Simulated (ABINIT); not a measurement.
Ta2N:

```
Ta N
1.0
     3.11286    0.00000    0.00000
    -1.55643    2.69582    0.00000
     0.00000    0.00000    4.86984
Ta N
2 1
Direct
  0.33333 0.66667 0.25471
  0.66667 0.33333 0.74529
  0.00000 0.00000 0.00000
```

The cell comes from a database or a generator and needn't be the stable form of this composition.

| Item | Value |
| --- | --- |
| Program | ABINIT 10.8.3 (patched build) |
| Task | relaxation of cell and atoms |
| Functional | PBEsol |
| Potentials or basis | JTH PAW PBE v2.0 |
| Cutoff | 707 eV |
| k mesh | 8 × 8 × 5 |
| Occupations | fermi-dirac, width 0.05 eV |
| Spin | no spin polarisation |

At the start: pressure -8.9 GPa; volume 13.62 Å³/atom.

Where does the relaxation end?

Over 8 steps the energy falls by 12.6 meV/atom and the volume is 13.23 Å³/atom (-2.9 %); space group P-3m1 (No. 164, to 0.05 Å).

Step by step:
```
step  energy change (eV)  largest force (eV/Å)  pressure (GPa)  volume (Å³)
   1              0.0000                0.3730           -8.85        40.87
   2             -0.0364                0.1322           -1.02        39.77
   3             -0.0372                0.0773            0.14        39.63
   4             -0.0374                0.0553            0.24        39.62
   5             -0.0378                0.0099            0.16        39.66
   6             -0.0378                0.0082            0.03        39.68
   7             -0.0378                0.0035           -0.02        39.68
   8             -0.0378                0.0009           -0.02        39.68
```

Final structure:
```xyz
3
Lattice="3.0874 0.0000 0.0000 -1.5437 2.6738 0.0000 0.0000 0.0000 4.8071" Properties=species:S:1:pos:R:3 pbc="T T T"
Ta    0.0000    1.7825    1.2141
Ta    1.5437    0.8913    3.5930
N     0.0000    0.0000    0.0000
```

Caveat: the PAW data sets were made with another functional, which shifts forces and pressure a little.
